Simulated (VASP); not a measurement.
# CdO (Fm-3m) in VASP: further runs

One crystal, CdO, is run at these levels: PBEsol; tasks: single point.

Everything below comes from runs of VASP 6.6.1. Logs are shortened: lines on timing, memory, paths and dates and some standing lists are left out, and cuts for length are marked.

### 1 The structure

It takes space group Fm-3m (No. 225, cubic). Conventional cell: a = 4.705 Å, b = 4.705 Å, c = 4.705 Å, α = 90.00°, β = 90.00°, γ = 90.00°. Cd (site symmetry m-3m) is surrounded by 6 O at 2.35 Å. O (site symmetry m-3m) is surrounded by 6 Cd at 2.35 Å.

The cell is a database's computed one.

### 2 Single point, PBEsol

The input, INCAR:

```
SYSTEM = CdO
  PREC = Accurate
  ENCUT = 700
  EDIFF = 1E-7
  ISMEAR = 0
  SIGMA = 0.1
  LREAL = .FALSE.
  LASPH = .TRUE.
  NELM = 60
  ALGO = Fast
  ISIF = 2
  LWAVE = .FALSE.
  LCHARG = .FALSE.
  GGA = PS
  NBANDS = 16
```

The input, KPOINTS:

```
Automatic mesh
0
G
  16 16 16
  0 0 0
```

The input, POSCAR:

```
CdO
1.0
    0.0000000000      2.3524600000      2.3524600000
    2.3524600000      0.0000000000      2.3524600000
    2.3524600000      2.3524600000      0.0000000000
Cd O
1 1
Direct
    0.0000000000      0.0000000000      0.0000000000
    0.5000000000      0.5000000000      0.5000000000
```

Potentials or basis: VASP PAW PBE potentials, release 64 (Cd, O).

On the command line:

```
$ cat potpaw_PBE.64/Cd/POTCAR potpaw_PBE.64/O/POTCAR > POTCAR
$ mpirun -np 1 vasp_std > vasp.out
```

OUTCAR:

```text
SYSTEM = CdO
   PREC = Accurate
   ENCUT = 700
   EDIFF = 1E-7
   ISMEAR = 0
   LREAL = .FALSE.
   LASPH = .TRUE.
   NELM = 60
   ISIF = 2
   GGA = PS

 ion  position               nearest neighbor table
   1  0.000  0.000  0.000-   2 2.35   2 2.35   2 2.35   2 2.35   2 2.35   2 2.35
   2  0.500  0.500  0.500-   1 2.35   1 2.35   1 2.35   1 2.35   1 2.35   1 2.35

  LATTYP: Found a face centered cubic cell.
 ALAT       =     4.7049200000

  Lattice vectors:

 A1 = (   0.0000000000,   2.3524600000,   2.3524600000)
 A2 = (   2.3524600000,   0.0000000000,   2.3524600000)
 A3 = (   2.3524600000,   2.3524600000,   0.0000000000)

Analysis of symmetry for initial positions (statically):
=====================================================================
 Subroutine PRICEL returns:
 Original cell was already a primitive cell.

 Routine SETGRP: Setting up the symmetry group for a
 face centered cubic supercell.

 Subroutine GETGRP returns: Found 48 space group operations
 (whereof 48 operations were pure point group operations)
 out of a pool of 48 trial point group operations.

The static configuration has the point symmetry O_h .

Analysis of symmetry for dynamics (positions and initial velocities):
=====================================================================
 Subroutine PRICEL returns:
 Original cell was already a primitive cell.

 Routine SETGRP: Setting up the symmetry group for a
 face centered cubic supercell.

 Subroutine GETGRP returns: Found 48 space group operations
 (whereof 48 operations were pure point group operations)
 out of a pool of 48 trial point group operations.

The dynamic configuration has the point symmetry O_h .

 Subroutine INISYM returns: Found 48 space group operations
 (whereof 48 operations are pure point group operations),
 and found     1 'primitive' translations

----------------------------------------------------------------------------------------

                                     Primitive cell

  volume of cell :      26.0373

  direct lattice vectors                    reciprocal lattice vectors
     0.000000000  2.352460000  2.352460000    -0.212543465  0.212543465  0.212543465
     2.352460000  0.000000000  2.352460000     0.212543465 -0.212543465  0.212543465
     2.352460000  2.352460000  0.000000000     0.212543465  0.212543465 -0.212543465

  length of vectors
     3.326880837  3.326880837  3.326880837     0.368136080  0.368136080  0.368136080

  position of ions in fractional coordinates (direct lattice)
     0.000000000  0.000000000  0.000000000
     0.500000000  0.500000000  0.500000000

  ion indices of the primitive-cell ions
   primitive index   ion index
                 1           1
                 2           2

----------------------------------------------------------------------------------------

 KPOINTS: Automatic mesh

Automatic generation of k-mesh.
 Grid dimensions read from file:
 generate k-points for:   16   16   16

 Generating k-lattice:

  Cartesian coordinates                     Fractional coordinates (reciprocal lattice)
    -0.013283967  0.013283967  0.013283967     0.062500000  0.000000000  0.000000000
     0.013283967 -0.013283967  0.013283967     0.000000000  0.062500000  0.000000000
     0.013283967  0.013283967 -0.013283967     0.000000000  0.000000000  0.062500000

  Length of vectors
     0.023008505  0.023008505  0.023008505

  Shift w.r.t. Gamma in fractional coordinates (k-lattice)
     0.000000000  0.000000000  0.000000000

 Subroutine IBZKPT returns following result:
 ===========================================

 Found    145 irreducible k-points:

 Following reciprocal coordinates:
            Coordinates               Weight
  0.000000  0.000000  0.000000      1.000000
  0.062500  0.000000  0.000000      8.000000
  0.125000  0.000000  0.000000      8.000000
  0.187500  0.000000  0.000000      8.000000
  0.250000  0.000000  0.000000      8.000000
  0.312500  0.000000  0.000000      8.000000
[... 16 lines left out ...]
 -0.125000  0.062500  0.000000     24.000000
 -0.062500  0.062500  0.000000     12.000000
 [... further k-points ...]
   k-points           NKPTS =    145   k-points in BZ     NKDIM =    145   number of bands    NBANDS=     16
   number of dos      NEDOS =    301   number of ions     NIONS =      2
   total plane-waves  NPLWV =  27000
   dimension x,y,z NGX =    30 NGY =   30 NGZ =   30
   dimension x,y,z NGXF=    60 NGYF=   60 NGZF=   60
   ions per type =               1   1
   NGX,Y,Z   is equivalent  to a cutoff of  14.99, 14.99, 14.99 a.u.
   NGXF,Y,Z  is equivalent  to a cutoff of  29.98, 29.98, 29.98 a.u.
 SYSTEM =  CdO
   PREC   = accura    normal or accurate (medium, high low for compatibility)
   ISTART =      0    job   : 0-new  1-cont  2-samecut
   ICHARG =      2    charge: 1-file 2-atom 10-const
   ISPIN  =      1    spin polarized calculation?
   LNONCOLLINEAR =      F non collinear calculations
   LSORBIT =      F    spin-orbit coupling
   LASPH  =      T    aspherical Exc in radial PAW
   ENCUT  =  700.0 eV  51.45 Ry    7.17 a.u.   7.18  7.18  7.18*2*pi/ulx,y,z
   NELM   =     60;   NELMIN=  2; NELMDL= -5     # of ELM steps
   EDIFF  = 0.1E-06   stopping-criterion for ELM
   LREAL  =      F    real-space projection
   EDIFFG = 0.1E-05   stopping-criterion for IOM
   NSW    =      0    number of steps for IOM
   IBRION =     -1    ionic relax: 0-MD 1-quasi-New 2-CG
   NFREE  =      0    steps in history (QN), initial steepest desc. (CG)
   ISIF   =      2    stress and relaxation
   ISYM   =      2    0-nonsym 1-usesym 2-fastsym
   POTIM  = 0.5000    time-step for ionic-motion
   TEBEG  =    0.0;   TEEND  =   0.0 temperature during run
   PSTRESS=    0.0 pullay stress
   NELECT =      18.0000    total number of electrons
   NUPDOWN=      -1.0000    fix difference up-down
   EMIN   =  10.00;   EMAX   =-10.00  energy-range for DOS
   EFERMI =   0.00;   METHOD = LEGACY
   ISMEAR =     0;   SIGMA  =   0.10  broadening in eV -4-tet -1-fermi 0-gaus
   EFERMI_NEDOS =   21; number of points for ismear=-14 and -15
   IALGO  =     68    algorithm
   IMIX   =      4    mixing-type and parameters
     AMIX     =   0.40;   BMIX     =  1.00
     AMIX_MAG =   1.60;   BMIX_MAG =  1.00
  volume/ion in A,a.u.               =      13.02        87.85
  Fermi-wavevector in a.u.,A,eV,Ry     =   1.447549  2.735472 28.509641  2.095400
  Thomas-Fermi vector in A             =   2.565492
   LORBIT       =      0    0 simple, 1 ext, 2 COOP (PROOUT), +10 PAW based schemes
   GGA     = PS    functional components
   LHFCALC =     F    Hartree Fock is set to
   AEXX    =    0.0000 exact exchange contribution
   IVDW    =     0    specifies the selected vdW correction
   LEPSILON=     F    determine dielectric tensor
   LRPA    =     F    only Hartree local field effects (RPA)
 non-spin polarized calculation
 RMM-DIIS sequential band-by-band and
 Gauss-broadening in eV      SIGMA  =   0.10
  energy-cutoff  :      700.00
  volume of cell :       26.04
 maximum number of plane-waves:      1109
 NGX is ok and might be reduce to    30
   NGX = 15   NGY = 15   NGZ = 15

 number of electron      17.9999999 magnetization

 Free energy of the ion-electron system (eV)
  ---------------------------------------------------
  ext. energy  EPLUGINS =         0.00000000
  ---------------------------------------------------
  free energy    TOTEN  =        -8.50766355 eV

  energy without entropy =       -8.50703356  energy(sigma->0) =       -8.50734855

 E-fermi :   1.9185     XC(G=0): -11.9420

 val. band max:        1.8639930252   @ k =   0.0625   0.0000   0.0000
 cond. band min:       2.0374503274   @ k =   0.0625   0.0625   0.0000
 fundamental gap:      0.1734573021
 Fermi energy:         1.9185198131

 k-point     1 :       0.0000    0.0000    0.0000
  band No.  band energies     occupation
      1     -15.4509      2.00000
      2      -4.8076      2.00000
      3      -4.8076      2.00000
      4      -4.8076      2.00000
      5      -4.5056      2.00000
      6      -4.5056      2.00000
[... 8 lines left out ...]
     15      19.8565      0.00000
     16      19.8565      0.00000

 k-point     2 :       0.0625    0.0000    0.0000
  band No.  band energies     occupation
      1     -15.4231      2.00000
      2      -4.8233      2.00000
      3      -4.7982      2.00000
      4      -4.7982      2.00000
      5      -4.5365      2.00000
      6      -4.5365      2.00000
[... 8 lines left out ...]
     15      19.9791      0.00000
     16      19.9791      0.00000

 k-point     3 :       0.1250    0.0000    0.0000
  band No.  band energies     occupation
      1     -15.3426      2.00000
      2      -4.8766      2.00000
      3      -4.7970      2.00000
      4      -4.7970      2.00000
      5      -4.5939      2.00000
      6      -4.5939      2.00000
[... 8 lines left out ...]
     15      20.2583      0.00000
     16      20.2583      0.00000

 k-point     4 :       0.1875    0.0000    0.0000
  band No.  band energies     occupation
      1     -15.2188      2.00000
      2      -4.9827      2.00000
      3      -4.8864      2.00000
      4      -4.8864      2.00000
      5      -4.5778      2.00000
      6      -4.5778      2.00000
[... 8 lines left out ...]
     15      20.6631      0.00000
     16      20.6631      0.00000

 k-point     5 :       0.2500    0.0000    0.0000
  band No.  band energies     occupation
      1     -15.0673      2.00000
      2      -5.1524      2.00000
      3      -5.0367      2.00000
      4      -5.0367      2.00000
      5      -4.4991      2.00000
      6      -4.4991      2.00000
[... 8 lines left out ...]
     15      21.1971      0.00000
     16      21.1971      0.00000

 k-point     6 :       0.3125    0.0000    0.0000
  band No.  band energies     occupation
      1     -14.9090      2.00000
      2      -5.3702      2.00000
      3      -5.1872      2.00000
      4      -5.1872      2.00000
      5      -4.4067      2.00000
      6      -4.4067      2.00000
[... 8 lines left out ...]
     15      21.8497      0.00000
     16      21.8497      0.00000

 k-point     7 :       0.3750    0.0000    0.0000
  band No.  band energies     occupation
      1     -14.7689      2.00000
      2      -5.5886      2.00000
      3      -5.3098      2.00000
      4      -5.3098      2.00000
      5      -4.3242      2.00000
      6      -4.3242      2.00000
[... 8 lines left out ...]
     15      22.5862      0.00000
     16      22.5862      0.00000

 k-point     8 :       0.4375    0.0000    0.0000
  band No.  band energies     occupation
      1     -14.6718      2.00000
      2      -5.7490      2.00000
      3      -5.3888      2.00000
      4      -5.3888      2.00000
      5      -4.2676      2.00000
      6      -4.2676      2.00000
[... 8 lines left out ...]
     15      23.1885      0.00000
     16      23.3075      0.00000

 k-point     9 :       0.5000    0.0000    0.0000
  band No.  band energies     occupation
      1     -14.6371      2.00000
      2      -5.8077      2.00000
      3      -5.4161      2.00000
      4      -5.4161      2.00000
      5      -4.2474      2.00000
      6      -4.2474      2.00000
[... 8 lines left out ...]
     15      22.9054      0.00000
     16      23.6824      0.00000
[... 172 lines left out ...]
 k-point    19 :      -0.3750    0.0625    0.0000
  band No.  band energies     occupation
      1     -14.7289      2.00000
      2      -5.6298      2.00000
      3      -5.3513      2.00000
      4      -5.2814      2.00000
      5      -4.3351      2.00000
      6      -4.2707      2.00000
[... 8 lines left out ...]
     15      22.1242      0.00000
     16      22.6867      0.00000

 k-point    20 :      -0.3125    0.0625    0.0000
  band No.  band energies     occupation
      1     -14.8523      2.00000
      2      -5.4438      2.00000
      3      -5.2592      2.00000
      4      -5.1663      2.00000
      5      -4.4251      2.00000
      6      -4.3245      2.00000
[... 8 lines left out ...]
     15      21.2758      0.00000
     16      22.6489      0.00000

 k-point    21 :      -0.2500    0.0625    0.0000
  band No.  band energies     occupation
      1     -15.0020      2.00000
      2      -5.2311      2.00000
      3      -5.1260      2.00000
      4      -5.0383      2.00000
      5      -4.5268      2.00000
      6      -4.3965      2.00000
[... 8 lines left out ...]
     15      20.5119      0.00000
     16      22.2408      0.00000

 k-point    22 :      -0.1875    0.0625    0.0000
  band No.  band energies     occupation
      1     -15.1533      2.00000
      2      -5.0369      2.00000
      3      -4.9668      2.00000
      4      -4.9246      2.00000
      5      -4.6246      2.00000
      6      -4.4679      2.00000
[... 8 lines left out ...]
     15      19.8520      0.00000
     16      21.7754      0.00000

 k-point    23 :      -0.1250    0.0625    0.0000
  band No.  band energies     occupation
      1     -15.2844      2.00000
      2      -4.9045      2.00000
      3      -4.8408      2.00000
      4      -4.8086      2.00000
      5      -4.6981      2.00000
      6      -4.5146      2.00000
[... 8 lines left out ...]
     15      19.2912      0.00000
     16      21.3275      0.00000

 k-point    24 :      -0.0625    0.0625    0.0000
  band No.  band energies     occupation
      1     -15.3781      2.00000
      2      -4.8450      2.00000
      3      -4.8008      2.00000
      4      -4.7780      2.00000
      5      -4.6360      2.00000
      6      -4.5233      2.00000
[... 8 lines left out ...]
     15      18.8111      0.00000
     16      20.8470      0.00000

 [... further k-points ...]

------------------------ aborting loop because EDIFF is reached ----------------------------------------

  FORCE on cell =-STRESS in cart. coord.  units (eV):
  Direction    XX          YY          ZZ          XY          YZ          ZX
  --------------------------------------------------------------------------------------
  -------------------------------------------------------------------------------------
  Total        0.0091234      0.0091234      0.0091234      0.0000000      0.0000000      0.0000000
  in kB        0.5613979      0.5613979      0.5613979      0.0000000      0.0000000      0.0000000
  external PRESSURE =       0.5613979 kB  Pullay stress =       0.0000000 kB

 VOLUME and BASIS-vectors are now :
 -----------------------------------------------------------------------------
  energy-cutoff  :      700.00
  volume of cell :       26.04
      direct lattice vectors                 reciprocal lattice vectors
     0.000000000  2.352460000  2.352460000    -0.212543465  0.212543465  0.212543465
     2.352460000  0.000000000  2.352460000     0.212543465 -0.212543465  0.212543465
     2.352460000  2.352460000  0.000000000     0.212543465  0.212543465 -0.212543465

 POSITION                                       TOTAL-FORCE (eV/Angst)
 -----------------------------------------------------------------------------------
      0.00000      0.00000      0.00000        -0.000000     -0.000000      0.000000
      2.35246      2.35246      2.35246         0.000000      0.000000     -0.000000
 -----------------------------------------------------------------------------------
    total drift:                                0.000000      0.000000      0.000000

  FREE ENERGIE OF THE ION-ELECTRON SYSTEM (eV)
  ---------------------------------------------------
  free  energy   TOTEN  =        -8.5076635473 eV

  energy  without entropy=       -8.5070335582  energy(sigma->0) =       -8.50734855
```

It took 78 s on 1 thread of Intel Xeon Platinum 8488C (Sapphire Rapids), shared host; peak memory 0.23 GiB.

Results:

```
Free energy            : -8.5077 eV
Pressure               : 0.1 GPa
Band gap on the k mesh : none (metal or under the smearing width)
```

Caveat: the PAW data sets were made with another functional, which shifts forces and pressure a little; this crystal is a semiconductor, whose small gap the functional closes, so the metal is an error of the method.

### 3 Single point, PBEsol

Edit INCAR of step 2 so:

```diff
@@ -2,3 +2,3 @@
   PREC = Accurate
-  ENCUT = 700
+  ENCUT = 520
   EDIFF = 1E-7
```

The input, KPOINTS:

```
Automatic mesh
0
G
  24 24 24
  0 0 0
```

POSCAR is that of step 2.

Potentials or basis: VASP PAW PBE potentials, release 64 (Cd, O).

On the command line:

```
$ cat potpaw_PBE.64/Cd/POTCAR potpaw_PBE.64/O/POTCAR > POTCAR
$ mpirun -np 1 vasp_std > vasp.out
```

It took 2 min on 1 thread of Intel Xeon Platinum 8488C (Sapphire Rapids), shared host; peak memory 0.28 GiB.

The run converged. Its results:

| Quantity | Value |
| --- | --- |
| Free energy | -8.5041 eV |
| Pressure | 0.2 GPa |
| Band gap on the k mesh | none (metal or under the smearing width) |

Levels at points of the mesh, in eV from the Fermi level:
| k point | band 7 | band 8 | band 9 | band 10 | band 11 | band 12 |
| --- | --- | --- | --- | --- | --- | --- |
| (0.00, 0.00, 0.00) | -1.43 | -1.43 | -1.43 | -0.62 | 14.68 | 16.78 |
| (0.50, 0.00, 0.00) | -3.90 | -0.08 | -0.08 | 4.21 | 7.14 | 11.70 |
| (0.50, 0.50, 0.00) | -4.47 | -2.41 | -2.41 | 3.67 | 8.35 | 10.97 |

Caveat: the PAW data sets were made with another functional, which shifts forces and pressure a little; this crystal is a semiconductor, whose small gap the functional closes, so the metal is an error of the method.

(Part 1 of 2 ends here.)
